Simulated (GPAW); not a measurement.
ZnO (zincite):

```
CELL_PARAMETERS angstrom
3.24931 0.00000 0.00000
-1.62465 2.81398 0.00000
0.00000 0.00000 5.20571
ATOMIC_POSITIONS crystal
Zn 0.66667 0.33333 0.00000
Zn 0.33333 0.66667 0.50000
O 0.33333 0.66667 0.87901
O 0.66667 0.33333 0.37901
```

| Property | Result |
| --- | --- |
| Program | GPAW 26.7.0 |
| Task | relaxation of cell and atoms |
| Functional | RPBE |
| Dispersion | D4 |
| Potentials or basis | the program's PAW data sets (release 1.2.1) made for this functional |
| Cutoff | 800 eV |
| Basis | pw |
| k mesh | 6 × 6 × 3 |
| Occupations | fermi-dirac, width 0.05 eV |
| Spin | no spin polarisation |

At the start: pressure 3.0 GPa; volume 11.90 Å³/atom.

Task: How do energy, volume and symmetry change on relaxing?

Result: Over 6 steps the energy falls by 2.7 meV/atom and the volume is 12.15 Å³/atom (+2.1 %); space group P6_3mc (No. 186, to 0.05 Å).

Step by step:
| step | energy change (eV) | largest force (eV/Å) | pressure (GPa) | volume (Å³) |
| --- | --- | --- | --- | --- |
| 1 | 0.0000 | 0.0823 | 2.96 | 47.60 |
| 2 | -0.0017 | 0.0664 | 2.72 | 47.68 |
| 3 | -0.0046 | 0.0384 | 2.27 | 47.83 |
| 4 | -0.0077 | 0.0055 | 1.65 | 48.04 |
| 5 | -0.0099 | 0.0250 | 0.91 | 48.30 |
| 6 | -0.0108 | 0.0433 | 0.13 | 48.59 |

Final structure:
```
Zn O
1.0
     3.26848    0.00000    0.00000
    -1.63424    2.83059    0.00000
     0.00000    0.00000    5.25184
Zn O
2 2
Direct
  0.66667 0.33333 0.99868
  0.33333 0.66667 0.49868
  0.33333 0.66667 0.88033
  0.66667 0.33333 0.38032
```

Caveat: the k mesh is coarse; later steps reuse the first step's grids.
